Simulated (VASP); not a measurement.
C:

```
C
1.0
     2.52210    0.00000    0.00000
    -1.26105    2.18420    0.00000
     0.00000    0.00000    8.23710
C
8
Direct
  0.66667 0.33333 0.84375
  0.33333 0.66667 0.34375
  0.66667 0.33333 0.65625
  0.33333 0.66667 0.15625
  0.00000 0.00000 0.90625
  0.00000 0.00000 0.40625
  0.00000 0.00000 0.59375
  0.00000 0.00000 0.09375
```

This is a hexagonal form of diamond, not graphite.

| Quantity | Value |
| --- | --- |
| Program | VASP 6.6.1 |
| Task | relaxation of cell and atoms |
| Functional | PBE |
| Dispersion | TS |
| Potentials or basis | VASP PAW PBE potentials, release 64 (C) |
| Cutoff | 600 eV |
| k mesh | 12 × 12 × 4 |
| Occupations | fermi-dirac, width 0.05 eV |
| Spin | no spin polarisation |

At the start: pressure -4.9 GPa; volume 5.67 Å³/atom.

Q: How do energy, volume and symmetry change on relaxing?

A: Over 6 steps the energy falls by 3.3 meV/atom and the volume is 5.61 Å³/atom (-1.1 %); space group P6_3/mmc (No. 194, to 0.05 Å).

Step by step:
| step | energy change (eV) | largest force (eV/Å) | pressure (GPa) | volume (Å³) |
| --- | --- | --- | --- | --- |
| 1 | 0.0000 | 0.3351 | -4.85 | 45.38 |
| 2 | 0.0200 | 0.5003 | 6.48 | 44.25 |
| 3 | -0.0265 | 0.0502 | -0.32 | 44.89 |
| 4 | -0.0265 | 0.0576 | -0.23 | 44.88 |
| 5 | -0.0264 | 0.0626 | 0.34 | 44.83 |
| 6 | -0.0267 | 0.0095 | 0.01 | 44.86 |

Final structure:
```
CELL_PARAMETERS angstrom
2.50435 0.00000 0.00000
-1.25218 2.16883 0.00000
0.00000 0.00000 8.25919
ATOMIC_POSITIONS crystal
C 0.66667 0.33333 0.84445
C 0.33333 0.66667 0.34445
C 0.66667 0.33333 0.65555
C 0.33333 0.66667 0.15555
C 0.00000 0.00000 0.90706
C 0.00000 0.00000 0.40706
C 0.00000 0.00000 0.59294
C 0.00000 0.00000 0.09294
```
